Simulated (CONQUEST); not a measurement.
**WS2 (Tungstenite) under changes of volume**

One of the cells (18.245 Å³/atom); the others are scaled copies at fixed shape and fractional positions:

```
W S
1.0
     3.18000    0.00000    0.00000
     0.00000    5.50792    0.00000
     0.00000    0.00000   12.50000
W S
4 8
Direct
  0.00000 0.33333 0.25000
  0.50000 0.83333 0.25000
  0.00000 0.66667 0.75000
  0.50000 0.16667 0.75000
  0.00000 0.33333 0.62500
  0.50000 0.83333 0.62500
  0.00000 0.66667 0.12500
  0.50000 0.16667 0.12500
  0.00000 0.33333 0.87500
  0.50000 0.83333 0.87500
  0.00000 0.66667 0.37500
  0.50000 0.16667 0.37500
```

| Item | Value |
| --- | --- |
| Program | CONQUEST 1.3 |
| Functional | LDA |
| Potentials or basis | PseudoDojo NC LDA, DZP, grid of 32 × 60 × 120 points |
| k mesh | 8 × 5 × 3 |
| Occupations | fermi-dirac, width 0.05 eV |
| Spin | no spin polarisation |

| volume (Å³/atom) | energy over the lowest point (meV/atom) | pressure (GPa) | gap on the mesh (eV) | largest force (eV/Å) |
| --- | --- | --- | --- | --- |
| 17.150 | 20.14 | 8.5 | 0.97 | 1.325 |
| 17.515 | 5.52 | 4.3 | 1.00 | 0.864 |
| 17.880 | 0.00 | 0.7 | 1.02 | 0.475 |
| 18.245 | ? | ? | ? | ? |
| 18.610 | 12.51 | -5.9 | 1.05 | 0.273 |
| 18.975 | 29.39 | -8.6 | 1.07 | 0.592 |
| 19.340 | 52.01 | -11.1 | 1.08 | 0.902 |

Question: What does the run at 18.245 Å³/atom give?

Answer: Energy over the lowest point 2.48 meV/atom; pressure -2.8 GPa; gap on the mesh 1.04 eV; largest force 0.086 eV/Å.

Worked out: A Birch-Murnaghan fit of order 3 (a polynomial in V^(-2/3)) to the other rows has its minimum at 17.94 Å³/atom with B0 = V·E''(V) = 173 GPa and B' = 4.0 at fixed shape and positions, which overstates the stiffness. It gives 2.59 meV/atom at 18.245 Å³/atom, against the run's 2.48, and -dE/dV = -2.8 GPa, against -2.8. A straight line through the other rows of the gap, of slope 0.893 eV per unit of ln V, gives 1.03 eV, against the run's 1.04.

Energies are extrapolated to zero smearing.

Caveats: spin-orbit coupling is left out, which moves the levels of the heavy elements; an odd mesh through Γ misses points on the zone boundary, where band edges often lie; the basis of atomic orbitals isn't converged, which shifts pressures, moduli and gaps; forces of over 1 eV/Å show positions far from the minimum, so gaps and moduli don't describe the material at rest (some runs).
